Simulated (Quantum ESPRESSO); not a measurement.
# NiO (Pm-3m) in Quantum ESPRESSO: a series of runs, part 4 of 4

Quantum ESPRESSO 7.5. Earlier steps stand in the parts before.

### 5 Phonon dispersion, PBEsol, collinear spin, ferromagnetic start

File pw.in:

```
&CONTROL
  calculation = 'scf'
  prefix = 'pwscf'
  outdir = './tmp'
  pseudo_dir = './pseudo'
  tprnfor = .true.
  tstress = .true.
  disk_io = 'low'
/
&SYSTEM
  ibrav = 0
  nat = 2
  ntyp = 2
  ecutwfc = 45
  ecutrho = 360
  nbnd = 22
  occupations = 'smearing'
  smearing = 'fd'
  degauss = 0.00367493
  nspin = 2
  starting_magnetization(1) = 0.0556
  starting_magnetization(2) = 0
/
&ELECTRONS
  conv_thr = 4d-10
  electron_maxstep = 120
  mixing_beta = 0.3
/
ATOMIC_SPECIES
Ni    58.6934 ni_pbesol_v1.4.uspp.F.UPF
O     15.9990 o_pbesol_v1.2.uspp.F.UPF
CELL_PARAMETERS bohr
   4.7330371157    0.0000000000    0.0000000000
   0.0000000000    4.7330371157    0.0000000000
   0.0000000000    0.0000000000    4.7330371157
ATOMIC_POSITIONS bohr
Ni     0.0000000000    0.0000000000    0.0000000000
O      2.3665185579    2.3665185579    2.3665185579
K_POINTS automatic
4 4 4 1 1 1
```

File relax.in:

```
&CONTROL
  calculation = 'vc-relax'
  prefix = 'pwscf'
  outdir = './tmp'
  pseudo_dir = './pseudo'
  tprnfor = .true.
  tstress = .true.
  disk_io = 'low'
  nstep = 40
  forc_conv_thr = 0.0001
  etot_conv_thr = 1d-06
/
&SYSTEM
  ibrav = 0
  nat = 2
  ntyp = 2
  ecutwfc = 45
  ecutrho = 360
  nbnd = 22
  occupations = 'smearing'
  smearing = 'fd'
  degauss = 0.00367493
  nspin = 2
  starting_magnetization(1) = 0.0556
  starting_magnetization(2) = 0
/
&ELECTRONS
  conv_thr = 4d-10
  electron_maxstep = 120
  mixing_beta = 0.3
/
&IONS
  ion_dynamics = 'bfgs'
/
&CELL
  cell_dynamics = 'bfgs'
  press = 0
  press_conv_thr = 0.2
/
ATOMIC_SPECIES
Ni    58.6934 ni_pbesol_v1.4.uspp.F.UPF
O     15.9990 o_pbesol_v1.2.uspp.F.UPF
CELL_PARAMETERS bohr
   4.7330371157    0.0000000000    0.0000000000
   0.0000000000    4.7330371157    0.0000000000
   0.0000000000    0.0000000000    4.7330371157
ATOMIC_POSITIONS bohr
Ni     0.0000000000    0.0000000000    0.0000000000
O      2.3665185579    2.3665185579    2.3665185579
K_POINTS automatic
4 4 4 1 1 1
```

File scf2.in:

```
&CONTROL
  calculation = 'scf'
  prefix = 'pwscf'
  outdir = './tmp'
  pseudo_dir = './pseudo'
  tprnfor = .true.
  tstress = .true.
  disk_io = 'low'
/
&SYSTEM
  ibrav = 0
  nat = 2
  ntyp = 2
  ecutwfc = 45
  ecutrho = 360
  nbnd = 22
  occupations = 'smearing'
  smearing = 'fd'
  degauss = 0.00367493
  nspin = 2
  starting_magnetization(1) = 0.0556
  starting_magnetization(2) = 0
/
&ELECTRONS
  conv_thr = 1d-13
  electron_maxstep = 120
  mixing_beta = 0.3
  startingpot = 'file'
  startingwfc = 'file'
/
ATOMIC_SPECIES
Ni    58.6934 ni_pbesol_v1.4.uspp.F.UPF
O     15.9990 o_pbesol_v1.2.uspp.F.UPF
CELL_PARAMETERS bohr
   4.7968011265    0.0000000000    0.0000000000
   0.0000000000    4.7968011265    0.0000000000
   0.0000000000    0.0000000000    4.7968011265
ATOMIC_POSITIONS bohr
Ni     0.0000000000    0.0000000000    0.0000000000
O      2.3984005633    2.3984005633    2.3984005633
K_POINTS automatic
4 4 4 1 1 1
```

File ph.in:

```
phonon_bands of NiO
&INPUTPH
  prefix = 'pwscf'
  outdir = './tmp'
  tr2_ph = 1d-18
  fildyn = 'dyn'
  niter_ph = 90
  alpha_mix(1) = 0.4
  ldisp = .true.
  nq1 = 2
  nq2 = 2
  nq3 = 2
/
```

File q2r.in:

```
&INPUT
  fildyn = 'dyn'
  zasr = 'crystal'
  flfrc = 'fc'
/
```

File matdyn.in:

```
&INPUT
  asr = 'crystal'
  flfrc = 'fc'
  flfrq = 'freq'
  q_in_cryst_coord = .true.
  flvec = ' '
/
80
 0.0000000000  0.0000000000  0.0000000000
 0.0000000000  0.0500000000  0.0000000000
 0.0000000000  0.1000000000  0.0000000000
 0.0000000000  0.1500000000  0.0000000000
 0.0000000000  0.2000000000  0.0000000000
 0.0000000000  0.2500000000  0.0000000000
 0.0000000000  0.3000000000  0.0000000000
 0.0000000000  0.3500000000  0.0000000000
 0.0000000000  0.4000000000  0.0000000000
 0.0000000000  0.4500000000  0.0000000000
 0.0000000000  0.5000000000  0.0000000000
 0.0500000000  0.5000000000  0.0000000000
 0.1000000000  0.5000000000  0.0000000000
 0.1500000000  0.5000000000  0.0000000000
 0.2000000000  0.5000000000  0.0000000000
 0.2500000000  0.5000000000  0.0000000000
 0.3000000000  0.5000000000  0.0000000000
 0.3500000000  0.5000000000  0.0000000000
 0.4000000000  0.5000000000  0.0000000000
 0.4500000000  0.5000000000  0.0000000000
 0.5000000000  0.5000000000  0.0000000000
 0.4642857143  0.4642857143  0.0000000000
 0.4285714286  0.4285714286  0.0000000000
 0.3928571429  0.3928571429  0.0000000000
 0.3571428571  0.3571428571  0.0000000000
 0.3214285714  0.3214285714  0.0000000000
 0.2857142857  0.2857142857  0.0000000000
 0.2500000000  0.2500000000  0.0000000000
 0.2142857143  0.2142857143  0.0000000000
 0.1785714286  0.1785714286  0.0000000000
 0.1428571429  0.1428571429  0.0000000000
 0.1071428571  0.1071428571  0.0000000000
 0.0714285714  0.0714285714  0.0000000000
 0.0357142857  0.0357142857  0.0000000000
 0.0000000000  0.0000000000  0.0000000000
 0.0277777778  0.0277777778  0.0277777778
 0.0555555556  0.0555555556  0.0555555556
 0.0833333333  0.0833333333  0.0833333333
 0.1111111111  0.1111111111  0.1111111111
 0.1388888889  0.1388888889  0.1388888889
 0.1666666667  0.1666666667  0.1666666667
 0.1944444444  0.1944444444  0.1944444444
 0.2222222222  0.2222222222  0.2222222222
 0.2500000000  0.2500000000  0.2500000000
 0.2777777778  0.2777777778  0.2777777778
 0.3055555556  0.3055555556  0.3055555556
 0.3333333333  0.3333333333  0.3333333333
 0.3611111111  0.3611111111  0.3611111111
 0.3888888889  0.3888888889  0.3888888889
 0.4166666667  0.4166666667  0.4166666667
 0.4444444444  0.4444444444  0.4444444444
 0.4722222222  0.4722222222  0.4722222222
 0.5000000000  0.5000000000  0.5000000000
 0.4666666667  0.5000000000  0.4666666667
 0.4333333333  0.5000000000  0.4333333333
 0.4000000000  0.5000000000  0.4000000000
 0.3666666667  0.5000000000  0.3666666667
 0.3333333333  0.5000000000  0.3333333333
 0.3000000000  0.5000000000  0.3000000000
 0.2666666667  0.5000000000  0.2666666667
 0.2333333333  0.5000000000  0.2333333333
 0.2000000000  0.5000000000  0.2000000000
 0.1666666667  0.5000000000  0.1666666667
 0.1333333333  0.5000000000  0.1333333333
 0.1000000000  0.5000000000  0.1000000000
 0.0666666667  0.5000000000  0.0666666667
 0.0333333333  0.5000000000  0.0333333333
 0.0000000000  0.5000000000  0.0000000000
 0.5000000000  0.5000000000  0.0000000000
 0.5000000000  0.5000000000  0.0454545455
 0.5000000000  0.5000000000  0.0909090909
 0.5000000000  0.5000000000  0.1363636364
 0.5000000000  0.5000000000  0.1818181818
 0.5000000000  0.5000000000  0.2272727273
 0.5000000000  0.5000000000  0.2727272727
 0.5000000000  0.5000000000  0.3181818182
 0.5000000000  0.5000000000  0.3636363636
 0.5000000000  0.5000000000  0.4090909091
 0.5000000000  0.5000000000  0.4545454545
 0.5000000000  0.5000000000  0.5000000000
```

File matdyn_dos.in:

```
&INPUT
  asr = 'crystal'
  flfrc = 'fc'
  dos = .true.
  fldos = 'phdos'
  nk1 = 8
  nk2 = 8
  nk3 = 8
  deltaE = 1
  flvec = ' '
  flfrq = ' '
/
```

File matdyn_mesh.in:

```
&INPUT
  asr = 'crystal'
  flfrc = 'fc'
  flfrq = 'mesh'
  q_in_cryst_coord = .true.
  flvec = ' '
/
216
 0.08333333  0.08333333  0.08333333
 0.08333333  0.08333333  0.25000000
 0.08333333  0.08333333  0.41666667
[... 213 further points of the even 6 x 6 x 6 mesh, shifted by half a step ...]
```

Potentials or basis: GBRV 1.5 PBEsol.

Run with:

```sh
OMP_NUM_THREADS=1 pw.x -in pw.in > pw.out
OMP_NUM_THREADS=1 pw.x -in relax.in > relax.out
OMP_NUM_THREADS=1 pw.x -in scf2.in > scf2.out
OMP_NUM_THREADS=1 ph.x -in ph.in > ph.out
OMP_NUM_THREADS=1 q2r.x -in q2r.in > q2r.out
OMP_NUM_THREADS=1 matdyn.x -in matdyn.in > matdyn.out
OMP_NUM_THREADS=1 matdyn.x -in matdyn_dos.in > matdyn_dos.out
OMP_NUM_THREADS=1 matdyn.x -in matdyn_mesh.in > matdyn_mesh.out
```

pw.out:

```text
This program is part of the open-source Quantum ESPRESSO suite
     for quantum simulation of materials; please cite
[... 9 lines left out ...]
     --------------------
     sticks:   dense  smooth     PW     G-vecs:    dense   smooth      PW
     Sum         641     325    101                12197     4385     751

     Using Slab Decomposition

     bravais-lattice index     =            0
     lattice parameter (alat)  =       4.7330  a.u.
     unit-cell volume          =     106.0278 (a.u.)^3
     number of atoms/cell      =            2
     number of atomic types    =            2
     number of electrons       =        24.00
     number of Kohn-Sham states=           22
     kinetic-energy cutoff     =      45.0000  Ry
     charge density cutoff     =     360.0000  Ry
     scf convergence threshold =      4.0E-10
     mixing beta               =       0.3000
     number of iterations used =            8  plain     mixing
     Exchange-correlation= SLA  PW   PSX  PSC
                           (   1   4  10   8   0   0   0)

     celldm(1)=   4.733037  celldm(2)=   0.000000  celldm(3)=   0.000000
     celldm(4)=   0.000000  celldm(5)=   0.000000  celldm(6)=   0.000000

     crystal axes: (cart. coord. in units of alat)
               a(1) = (   1.000000   0.000000   0.000000 )
               a(2) = (   0.000000   1.000000   0.000000 )
               a(3) = (   0.000000   0.000000   1.000000 )

     reciprocal axes: (cart. coord. in units 2 pi/alat)
               b(1) = (  1.000000  0.000000  0.000000 )
               b(2) = (  0.000000  1.000000  0.000000 )
               b(3) = (  0.000000  0.000000  1.000000 )

     PseudoPot. # 1 for Ni read from file:
     ni_pbesol_v1.4.uspp.F.UPF
     Pseudo is Ultrasoft + core correction, Zval = 18.0
     Generated by new atomic code, or converted to UPF format
     Using radial grid of  865 points,  6 beta functions with:
                l(1) =   0
                l(2) =   0
                l(3) =   1
                l(4) =   1
                l(5) =   2
                l(6) =   2
     Q(r) pseudized with 10 coefficients,  rinner =    0.980   0.980   0.980
                                                       0.980   0.980

     PseudoPot. # 2 for O  read from file:
     o_pbesol_v1.2.uspp.F.UPF
     Pseudo is Ultrasoft + core correction, Zval =  6.0
     Generated by new atomic code, or converted to UPF format
     Using radial grid of  737 points,  5 beta functions with:
                l(1) =   0
                l(2) =   0
                l(3) =   1
                l(4) =   1
                l(5) =   2
     Q(r) pseudized with  8 coefficients,  rinner =    0.900   0.900   0.900
                                                       0.900   0.900

     atomic species   valence    mass     pseudopotential
     Ni               18.00    58.69340     Ni( 1.00)
     O                 6.00    15.99900     O ( 1.00)

     Starting magnetic structure
     atomic species   magnetization
     Ni              0.056
     O               0.000

     48 Sym. Ops., with inversion, found

   Cartesian axes

     site n.     atom                  positions (alat units)
         1        Ni     tau(   1) = (   0.0000000   0.0000000   0.0000000  )
         2        O      tau(   2) = (   0.5000000   0.5000000   0.5000000  )

     number of k points=     4  Fermi-Dirac smearing, width (Ry)=  0.0037
                       cart. coord. in units 2pi/alat
        k(    1) = (   0.1250000   0.1250000   0.1250000), wk =   0.1250000
        k(    2) = (   0.1250000   0.1250000   0.3750000), wk =   0.3750000
        k(    3) = (   0.1250000   0.3750000   0.3750000), wk =   0.3750000
        k(    4) = (   0.3750000   0.3750000   0.3750000), wk =   0.1250000

     Dense  grid:    12197 G-vectors     FFT dimensions: (  30,  30,  30)

     Smooth grid:     4385 G-vectors     FFT dimensions: (  24,  24,  24)

     Check: negative core charge=   -0.000007
     Generating pointlists ...
     new r_m :   0.3572 (alat units)  1.6908 (a.u.) for type    1
     new r_m :   0.3572 (alat units)  1.6908 (a.u.) for type    2

     Initial potential from superposition of free atoms

     starting charge      22.0000, renormalised to      24.0000
     Starting wfcs are   17 randomized atomic wfcs +    5 random wfcs

     Self-consistent Calculation

     iteration #  1     ecut=    45.00 Ry     beta= 0.30
     Davidson diagonalization with overlap
     ethr =  1.00E-02,  avg # of iterations =  6.4

     total energy              =    -366.27799584 Ry
     estimated scf accuracy    <      29.89255760 Ry
[... 154 lines left out ...]
     iteration # 17     ecut=    45.00 Ry     beta= 0.30
     Davidson diagonalization with overlap
     ethr =  1.76E-10,  avg # of iterations =  1.0

     Magnetic moment per site  (integrated on atomic sphere of radius R)
     atom   1 (R=0.357)  charge= 15.9503  magn= -0.0000
     atom   2 (R=0.357)  charge=  5.7576  magn= -0.0000

     End of self-consistent calculation

 ------ SPIN UP ------------

          k = 0.1250 0.1250 0.1250 (   531 PWs)   bands (ev):

   -85.8967 -46.4364 -46.4349 -46.4349  -3.7796  12.0173  12.3402  12.3402
    14.7432  14.7432  16.4379  16.4412  16.4412  21.2221  32.6543  32.6543
    36.5082  39.8742  39.8742  46.1870  46.1870  52.0416
[... 15 lines left out ...]
   -85.8739 -46.5003 -46.4989 -46.4989  -1.2251   9.8178   9.8178  10.3327
    16.1922  16.1922  16.2641  17.6526  17.6526  24.1788  26.3372  26.3372
    36.1997  40.0253  40.0253  40.8579  56.7180  57.0120

 ------ SPIN DOWN ----------

          k = 0.1250 0.1250 0.1250 (   531 PWs)   bands (ev):

   -85.8968 -46.4365 -46.4349 -46.4349  -3.7795  12.0173  12.3402  12.3402
    14.7432  14.7432  16.4379  16.4412  16.4412  21.2222  32.6544  32.6544
    36.5083  39.8743  39.8743  46.1871  46.1871  52.0418
[... 15 lines left out ...]
   -85.8739 -46.5004 -46.4989 -46.4989  -1.2251   9.8178   9.8178  10.3327
    16.1921  16.1921  16.2641  17.6526  17.6526  24.1789  26.3374  26.3374
    36.1998  40.0253  40.0253  40.8580  56.7181  57.0121

     the Fermi energy is    16.9465 ev

!    total energy              =    -375.17799073 Ry
     estimated scf accuracy    <          1.5E-10 Ry
     smearing contrib. (-TS)   =      -0.00042997 Ry
     internal energy E=F+TS    =    -375.17756075 Ry

     The total energy is F=E-TS. E is the sum of the following terms:
     one-electron contribution =    -194.87633887 Ry
     hartree contribution      =     114.52544081 Ry
     xc contribution           =     -42.42102273 Ry
     ewald contribution        =    -252.40563996 Ry

     total magnetization       =    -0.00 Bohr mag/cell
     absolute magnetization    =     0.00 Bohr mag/cell

     convergence has been achieved in  17 iterations

     Forces acting on atoms (cartesian axes, Ry/au):

     atom    1 type  1   force =     0.00000000    0.00000000    0.00000000
     atom    2 type  2   force =     0.00000000    0.00000000    0.00000000

     Total force =     0.000000     Total SCF correction =     0.000000

     Computing stress (Cartesian axis) and pressure

          total   stress  (Ry/bohr**3)                   (kbar)     P=      109.96
   0.00074746   0.00000000   0.00000000          109.96        0.00        0.00
   0.00000000   0.00074746   0.00000000            0.00      109.96        0.00
   0.00000000   0.00000000   0.00074746            0.00        0.00      109.96

=------------------------------------------------------------------------------=
   JOB DONE.
=------------------------------------------------------------------------------=
```

Run time: 82 s. Hardware: 1 thread of AMD EPYC 9R45 (Zen 5), shared host; peak memory 0.11 GiB.

What came out:

```yaml
Free_energy: -5104.5796 eV
Relaxed_volume: 8.18 Å³/atom
Relaxed_cell: a = 2.538 Å, b = 2.538 Å, c = 2.538 Å, α = 90.00°, β = 90.00°, γ = 90.00°
Space_group_after_relaxing_to_0.05_Å: Pm-3m (No. 221)
Pressure_after_relaxing: 0.3 GPa
Band_gap_on_the_k_mesh: none (metal or under the smearing width)
Net_moment: 0.00 μB per cell
Absolute_moment: 0.00 μB per cell
Valence_electrons_inside_the_program's_atomic_spheres: Ni 15.95; O 5.76
Highest_phonon_frequency: 451 cm⁻¹
Most_unstable_mode: 382i cm⁻¹
```

Step by step:
```csv
step,energy change (eV),largest force (eV/Å),pressure (GPa),volume (Å³)
1,0.0000,0.0000,11.00,15.71
2,-0.0184,0.0000,-3.80,16.61
3,-0.0214,0.0000,-0.21,16.37
4,-0.0214,0.0000,0.00,16.36
5,-0.0214,0.0000,0.00,16.36
```

Final structure:
```
Ni O
1.0
     2.53836    0.00000    0.00000
     0.00000    2.53836    0.00000
     0.00000    0.00000    2.53836
Ni O
1 1
Direct
  0.00000 0.00000 0.00000
  0.50000 0.50000 0.50000
```

Phonon frequencies in cm⁻¹ (negative: imaginary):
```
              q point                frequencies
(0.000, 0.000, 0.000)       -183 -183 -183 0 0 0
(0.000, 0.350, 0.000)    -349 -349 22 22 282 396
(0.200, 0.500, 0.000)  -336 -198 -51 147 298 437
(0.464, 0.464, 0.000)  -227 -106 239 239 405 405
(0.214, 0.214, 0.000)   -296 -51 123 166 180 212
(0.028, 0.028, 0.028)    -182 -182 -181 21 27 27
(0.222, 0.222, 0.222)      87 87 114 168 183 183
(0.417, 0.417, 0.417)    177 180 180 254 254 256
(0.367, 0.500, 0.367)    168 171 193 230 240 305
(0.133, 0.500, 0.133)    -291 -290 93 95 299 435
(0.500, 0.500, 0.091)   -201 -89 235 235 399 399
(0.500, 0.500, 0.409)    170 184 184 224 261 261
```

Phonon frequencies at the corners of the path (cm⁻¹, interpolated; i marks imaginary ones):
```csv
point,frequencies
Γ,183i 183i 183i 0 0 0
X,382i 382i 45 45 320 451
M,222i 107i 240 240 409 409
R,180 180 180 243 243 243
```

Phonon states per cell in windows of 50 cm⁻¹ (negative: imaginary):
| from (cm⁻¹) | total | Ni | O |
| --- | --- | --- | --- |
| -400 | 0.02 | 0.00 | 0.02 |
| -350 | 0.18 | 0.00 | 0.18 |
| -300 | 0.36 | 0.00 | 0.35 |
| -250 | 0.27 | 0.01 | 0.25 |
| -200 | 0.15 | 0.02 | 0.12 |
| -150 | 0.12 | 0.03 | 0.09 |
| -100 | 0.22 | 0.15 | 0.08 |
| -50 | 0.25 | 0.19 | 0.06 |
| 0 | 0.29 | 0.23 | 0.06 |
| 50 | 0.44 | 0.30 | 0.14 |
| 100 | 0.65 | 0.45 | 0.19 |
| 150 | 0.77 | 0.66 | 0.11 |
| 200 | 0.69 | 0.51 | 0.18 |
| 250 | 0.62 | 0.35 | 0.27 |
| 300 | 0.41 | 0.07 | 0.34 |
| 350 | 0.38 | 0.01 | 0.37 |
| 400 | 0.17 | 0.00 | 0.17 |

Caveat: the k mesh is coarse (spacing up to 0.63 Å⁻¹), so the values aren't converged; the mesh is thin for the phonons of a metal; some modes are imaginary; the q mesh is small, so phonon branches between its points and thermal values are rough; semilocal functionals often make such compounds metallic where correlation or magnetic order opens a gap, which also shifts bond lengths. With open d or f shells a metallic result of PBEsol can be an artefact of self-interaction; +U or a hybrid may open a gap.

### 6 The runs side by side

| task | level | potentials or basis | cell | k mesh | form of the LDA correlation | q mesh | gap on the mesh (eV) | pressure (GPa) | moment (μB) |
| --- | --- | --- | --- | --- | --- | --- | --- | --- | --- |
| phonons | LDA | GBRV 1.5 LDA | relaxed to 20 GPa | 6 × 6 × 6, shifted | PZ81 | - | none | 19.9 | 1.08 |
| phonons | LDA | GBRV 1.5 LDA | relaxed to 40 GPa | 6 × 6 × 6, shifted | PZ81 | - | none | 40.0 | 0.76 |
| phonon dispersion | LDA | GBRV 1.5 LDA | relaxed | 4 × 4 × 4, shifted | PZ81 | 2 × 2 × 2 | none | 0.0 | 0.00 |
| phonon dispersion | PBEsol | GBRV 1.5 PBEsol | relaxed | 4 × 4 × 4, shifted | - | 2 × 2 × 2 | none | 0.3 | 0.00 |

Alike in all rows: spin collinear, ferromagnetic start; cutoff (eV) 612; smearing fermi-dirac 0.05 eV; the mesh is coarse, so values aren't converged.

Caveats: all runs use coarse meshes; the mesh is thin for the phonons of a metal; semilocal functionals often make such compounds metallic where correlation or magnetic order opens a gap, which also shifts bond lengths; the cell is more than 3 GPa from zero pressure, which shifts response properties (some runs); a cell with one magnetic atom can't hold antiferromagnetic order, which such compounds often take (some runs); some modes are imaginary (some runs).

Absolute energies hang on the potentials; compare differences alone.
